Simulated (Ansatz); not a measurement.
Here is an Ansatz 0.2.0 calculation.

Contents of input.yaml:

```yaml
crystal:
  lattice:
    - [0.0, 2.0970013927, 2.0970013927]
    - [2.0970013927, 0.0, 2.0970013927]
    - [2.0970013927, 2.0970013927, 0.0]
  atoms:
    - { symbol: Mg, position: [0.0, 0.0, 0.0] }
    - { symbol: O, position: [0.5, 0.5, 0.5] }
kpoints:
  mp_grid: { grid: [11, 11, 11] }
scf:
  occupations: { method: gaussian, width: 0.012 }
hamiltonian:
  xc: pbe
  pseudopotentials: { kind: all_electron, lapw: { basis_error: 0.001 } }
output:
  forces: true
  stress: true
  eigenvalues: true
```

Potentials or basis: all-electron LAPW, scalar-relativistic.

The run is started by

```sh
$ ansatz run input.yaml --threads 1 --pin off --max-ram 3072MiB --backend cpu --events-out ev --progress --plain --runs-dir out
```

Task: What does it give for the band gap on the k mesh?

Result: 4.86 eV, direct.

Task: Estimate the pressure.

Result: 7.0 GPa.

**Measured values to compare with.**

“Electronic structure of alkaline earth and post-transition metal oxides”, 2009, arxiv:0908.1581 quotes, for a bulk crystal of MgO: band gap 7.83 eV.

Measured gap of MgO: 7.83 eV (quoted in “Electronic structure of alkaline earth and post-transition metal oxides”, 2009, arxiv:0908.1581). This calculation gives 4.86 eV (-2.97 eV). The value is that of PBE, without temperature or zero-point motion. Semilocal functionals fall short of measured gaps as a rule. The cell is a database's relaxed one, not the measured one, which moves gaps too.
